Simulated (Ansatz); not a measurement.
Write an ASE script for Ansatz 0.2.0 that does the following.

| Property | Result |
| --- | --- |
| Task | single point |
| Functional | r2SCAN0 |
| Potentials or basis | Ansatz PAW polarizable |
| Cutoff | 500 eV |
| Density cutoff | 2000 eV |
| k mesh | 6 × 6 × 6 |
| Occupations | fermi-dirac, width 0.1 eV |
| Spin | no spin polarisation |
| Driver | calculator |

The structure of Ca lies in Ca.cif:

```cif
data_Ca
_cell_length_a 5.58840000
_cell_length_b 5.58840000
_cell_length_c 5.58840000
_cell_angle_alpha 90.00000000
_cell_angle_beta 90.00000000
_cell_angle_gamma 90.00000000
_space_group_name_H-M_alt 'Fm-3m'
_space_group_name_Hall '-F 4 2 3'
_space_group_IT_number 225
loop_
_space_group_symop_operation_xyz
'x,y,z'
'-x,-y,-z'
'-y,x,z'
'y,-x,-z'
'-x,-y,z'
'x,y,-z'
'y,-x,z'
'-y,x,-z'
'x,-y,-z'
'-x,y,z'
'-y,-x,-z'
'y,x,z'
'-x,y,-z'
'x,-y,z'
'y,x,-z'
'-y,-x,z'
'z,x,y'
'-z,-x,-y'
'z,-y,x'
'-z,y,-x'
'z,-x,-y'
'-z,x,y'
'z,y,-x'
'-z,-y,x'
'-z,x,-y'
'z,-x,y'
'-z,-y,-x'
'z,y,x'
'-z,-x,y'
'z,x,-y'
'-z,y,x'
'z,-y,-x'
'y,z,x'
'-y,-z,-x'
'x,z,-y'
'-x,-z,y'
'-y,z,-x'
'y,-z,x'
'-x,z,y'
'x,-z,-y'
'-y,-z,x'
'y,z,-x'
'-x,-z,-y'
'x,z,y'
'y,-z,-x'
'-y,z,x'
'x,-z,y'
'-x,z,-y'
'x,y+1/2,z+1/2'
'-x,-y+1/2,-z+1/2'
'-y,x+1/2,z+1/2'
'y,-x+1/2,-z+1/2'
'-x,-y+1/2,z+1/2'
'x,y+1/2,-z+1/2'
'y,-x+1/2,z+1/2'
'-y,x+1/2,-z+1/2'
'x,-y+1/2,-z+1/2'
'-x,y+1/2,z+1/2'
'-y,-x+1/2,-z+1/2'
'y,x+1/2,z+1/2'
'-x,y+1/2,-z+1/2'
'x,-y+1/2,z+1/2'
'y,x+1/2,-z+1/2'
'-y,-x+1/2,z+1/2'
'z,x+1/2,y+1/2'
'-z,-x+1/2,-y+1/2'
'z,-y+1/2,x+1/2'
'-z,y+1/2,-x+1/2'
'z,-x+1/2,-y+1/2'
'-z,x+1/2,y+1/2'
'z,y+1/2,-x+1/2'
'-z,-y+1/2,x+1/2'
'-z,x+1/2,-y+1/2'
'z,-x+1/2,y+1/2'
'-z,-y+1/2,-x+1/2'
'z,y+1/2,x+1/2'
'-z,-x+1/2,y+1/2'
'z,x+1/2,-y+1/2'
'-z,y+1/2,x+1/2'
'z,-y+1/2,-x+1/2'
'y,z+1/2,x+1/2'
'-y,-z+1/2,-x+1/2'
'x,z+1/2,-y+1/2'
'-x,-z+1/2,y+1/2'
'-y,z+1/2,-x+1/2'
'y,-z+1/2,x+1/2'
'-x,z+1/2,y+1/2'
'x,-z+1/2,-y+1/2'
'-y,-z+1/2,x+1/2'
'y,z+1/2,-x+1/2'
'-x,-z+1/2,-y+1/2'
'x,z+1/2,y+1/2'
'y,-z+1/2,-x+1/2'
'-y,z+1/2,x+1/2'
'x,-z+1/2,y+1/2'
'-x,z+1/2,-y+1/2'
'x+1/2,y,z+1/2'
'-x+1/2,-y,-z+1/2'
'-y+1/2,x,z+1/2'
'y+1/2,-x,-z+1/2'
'-x+1/2,-y,z+1/2'
'x+1/2,y,-z+1/2'
'y+1/2,-x,z+1/2'
'-y+1/2,x,-z+1/2'
'x+1/2,-y,-z+1/2'
'-x+1/2,y,z+1/2'
'-y+1/2,-x,-z+1/2'
'y+1/2,x,z+1/2'
'-x+1/2,y,-z+1/2'
'x+1/2,-y,z+1/2'
'y+1/2,x,-z+1/2'
'-y+1/2,-x,z+1/2'
'z+1/2,x,y+1/2'
'-z+1/2,-x,-y+1/2'
'z+1/2,-y,x+1/2'
'-z+1/2,y,-x+1/2'
'z+1/2,-x,-y+1/2'
'-z+1/2,x,y+1/2'
'z+1/2,y,-x+1/2'
'-z+1/2,-y,x+1/2'
'-z+1/2,x,-y+1/2'
'z+1/2,-x,y+1/2'
'-z+1/2,-y,-x+1/2'
'z+1/2,y,x+1/2'
'-z+1/2,-x,y+1/2'
'z+1/2,x,-y+1/2'
'-z+1/2,y,x+1/2'
'z+1/2,-y,-x+1/2'
'y+1/2,z,x+1/2'
'-y+1/2,-z,-x+1/2'
'x+1/2,z,-y+1/2'
'-x+1/2,-z,y+1/2'
'-y+1/2,z,-x+1/2'
'y+1/2,-z,x+1/2'
'-x+1/2,z,y+1/2'
'x+1/2,-z,-y+1/2'
'-y+1/2,-z,x+1/2'
'y+1/2,z,-x+1/2'
'-x+1/2,-z,-y+1/2'
'x+1/2,z,y+1/2'
'y+1/2,-z,-x+1/2'
'-y+1/2,z,x+1/2'
'x+1/2,-z,y+1/2'
'-x+1/2,z,-y+1/2'
'x+1/2,y+1/2,z'
'-x+1/2,-y+1/2,-z'
'-y+1/2,x+1/2,z'
'y+1/2,-x+1/2,-z'
'-x+1/2,-y+1/2,z'
'x+1/2,y+1/2,-z'
'y+1/2,-x+1/2,z'
'-y+1/2,x+1/2,-z'
'x+1/2,-y+1/2,-z'
'-x+1/2,y+1/2,z'
'-y+1/2,-x+1/2,-z'
'y+1/2,x+1/2,z'
'-x+1/2,y+1/2,-z'
'x+1/2,-y+1/2,z'
'y+1/2,x+1/2,-z'
'-y+1/2,-x+1/2,z'
'z+1/2,x+1/2,y'
'-z+1/2,-x+1/2,-y'
'z+1/2,-y+1/2,x'
'-z+1/2,y+1/2,-x'
'z+1/2,-x+1/2,-y'
'-z+1/2,x+1/2,y'
'z+1/2,y+1/2,-x'
'-z+1/2,-y+1/2,x'
'-z+1/2,x+1/2,-y'
'z+1/2,-x+1/2,y'
'-z+1/2,-y+1/2,-x'
'z+1/2,y+1/2,x'
'-z+1/2,-x+1/2,y'
'z+1/2,x+1/2,-y'
'-z+1/2,y+1/2,x'
'z+1/2,-y+1/2,-x'
'y+1/2,z+1/2,x'
'-y+1/2,-z+1/2,-x'
'x+1/2,z+1/2,-y'
'-x+1/2,-z+1/2,y'
'-y+1/2,z+1/2,-x'
'y+1/2,-z+1/2,x'
'-x+1/2,z+1/2,y'
'x+1/2,-z+1/2,-y'
'-y+1/2,-z+1/2,x'
'y+1/2,z+1/2,-x'
'-x+1/2,-z+1/2,-y'
'x+1/2,z+1/2,y'
'y+1/2,-z+1/2,-x'
'-y+1/2,z+1/2,x'
'x+1/2,-z+1/2,y'
'-x+1/2,z+1/2,-y'
loop_
_atom_site_label
_atom_site_type_symbol
_atom_site_symmetry_multiplicity
_atom_site_Wyckoff_symbol
_atom_site_fract_x
_atom_site_fract_y
_atom_site_fract_z
_atom_site_occupancy
Ca1 Ca 4 a 0.0000000000 0.0000000000 0.0000000000 1
```

These files were run (other wordings do the same):

run.py

```python
import json

import ase.io
import numpy as np
import spglib
from ase.calculators.calculator import CalculationFailed, Calculator
from ase.stress import full_3x3_to_voigt_6_stress
from ase.units import GPa

import ansatz as az

class AnsatzCalculator(Calculator):
    implemented_properties = ["energy", "free_energy", "forces", "stress", "magmom"]

    def calculate(self, atoms, properties, system_changes):
        super().calculate(atoms, properties, system_changes)
        structure = atoms.copy()
        structure.set_constraint()
        structure.set_momenta(None)
        structure.set_masses(None)
        outcome = (
            az.Crystal.from_ase(structure)
            .calculation()
            .basis(xc_grid=3)
            .kpoints(6, 6, 6)
            .functional("r2scan0")
            .pseudopotentials(kind="paw", partial_waves="polarizable")
            .scf(tolerance=2e-10, lower_state_search="off")
            .occupations(method="fermi_dirac", width=0.1)
            .forces()
            .stress()
            .run(threads=2)
        )
        if not outcome.report["converged"]:
            raise CalculationFailed("SCF not converged")
        report = outcome.report
        self.results = {
            "free_energy": report["lagrangian_ev"],
            "energy": report["lagrangian_ev"],
            "forces": np.array(report["forces_ev_ang"]),
            "stress": -GPa * full_3x3_to_voigt_6_stress(report["stress_gpa"]),
            "magmom": report["magnetization_mub"],
        }

np.set_printoptions(precision=5, suppress=True, linewidth=110)
atoms = ase.io.read("Ca.cif")
cell, frac, numbers = spglib.find_primitive((atoms.cell[:], atoms.get_scaled_positions(), atoms.numbers), symprec=1e-5)
atoms = ase.Atoms(numbers, cell=cell, scaled_positions=frac, pbc=True)
atoms.calc = AnsatzCalculator()
print(f"free energy {atoms.get_potential_energy():.6f} eV")
print("forces (eV/A)", atoms.get_forces(), sep="\n")
print("stress (GPa, Voigt, tension positive)", atoms.get_stress() / GPa, sep="\n")
print(f"moment {atoms.get_magnetic_moment():.4f} muB")
```

Potentials or basis: Ansatz PAW polarizable.

Run with:

```bash
$ python run.py
```

Results of the run:

| Quantity | Value |
| --- | --- |
| Pressure | 0.0 GPa |
| Band gap on the k mesh | none (metal or under the smearing width) |

Caveat: the PAW data sets were made with another functional, which shifts forces and pressure a little; the thresholds are loose for stress.

Run time: 11 s on 2 threads of Arm Neoverse V2, with other jobs on the host, peak memory 1.1 GiB.
